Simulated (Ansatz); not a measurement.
A 3-atom cell of Be2C (Fm-3m) from a materials database (r2SCAN geometry), in Ansatz:

```cif
data_structure
_symmetry_space_group_name_H-M 'Fm-3m'
_symmetry_Int_Tables_number 225
_cell_length_a 4.3210
_cell_length_b 4.3210
_cell_length_c 4.3210
_cell_angle_alpha 90.000
_cell_angle_beta 90.000
_cell_angle_gamma 90.000
_cell_volume 80.68
loop_
_atom_site_label
_atom_site_type_symbol
_atom_site_symmetry_multiplicity
_atom_site_Wyckoff_symbol
_atom_site_fract_x
_atom_site_fract_y
_atom_site_fract_z
_atom_site_occupancy
Be1 Be 8 c 0.25000 0.25000 0.75000 1
C1 C 4 a 0.00000 0.00000 0.00000 1
```

G0W0@PBE with 149 empty bands, a screening cutoff of 220 eV and an 8×8×8 mesh (PAW, contour deformation) gives 2.004 eV over the mesh points, from a PBE gap of 1.173 eV; it sums over 153 bands with 169 plane waves in the screening and a wave cutoff of 420 eV. No extrapolation in bands, cutoff or mesh was made for G0W0. Calculated for a static, non-magnetic cell.

Question: Estimate the gap with frequency model Godby-Needs pole.

Answer: 1.933 eV (-0.071 eV), from a Kohn-Sham gap of 1.173 eV.

Question: Estimate the gap with starting point PBE0.

Answer: 2.458 eV (+0.454 eV), from a Kohn-Sham gap of 2.597 eV.
